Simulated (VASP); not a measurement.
Runs of VASP 6.6.1 on Au. Symmetry: Fm-3m, No. 225, cubic system. The conventional cell has a = 4.070 Å, b = 4.070 Å, c = 4.070 Å, α = 90.00°, β = 90.00°, γ = 90.00°. Au (site symmetry m-3m) has 12 Au at 2.88 Å as nearest neighbours. 

| task | level | cell | cutoff (eV) | smearing | gap on the mesh (eV) | pressure (GPa) | relaxed volume (Å³/atom) |
| --- | --- | --- | --- | --- | --- | --- | --- |
| relaxation of cell and atoms | BEEF-vdW | relaxed | 600 | fermi-dirac 0.05 eV | none | -0.1 | (b) |
| single point | PBE | as given | 520 | gaussian 0.013 eV | none | 10.5 | - |
| relaxation of cell and atoms | rev-vdW-DF2 | relaxed | 600 | fermi-dirac 0.05 eV | none | 0.0 | 17.52 |
| relaxation of cell and atoms | vdW-DF2 | relaxed | 600 | fermi-dirac 0.05 eV | none | 0.1 | 20.33 |
| relaxation of cell and atoms | vdW-DF-cx | relaxed | 600 | fermi-dirac 0.05 eV | none | 0.0 | (a) |

Alike in all rows: potentials or basis VASP PAW PBE potentials, release 64 (Au); no spin polarisation; k mesh 11 × 11 × 11.

Problem. Fill in the values left out.

Solution. (a) 17.16; (b) 18.60.

Caveats: the PAW data sets were made with another functional, which shifts forces and pressure a little (some runs); the volume moved by +10 % from the deposited cell, more than functionals usually miss (some runs); the volume moved by over 15 % at a fixed basis, so the end points are rough (some runs); the volume moved by +21 % from the deposited cell, more than functionals usually miss (some runs).

A k mesh can miss the band edges, and the runs leave out spin-orbit coupling on Au.

A gap of «none» marks a metal or a gap under the smearing width.
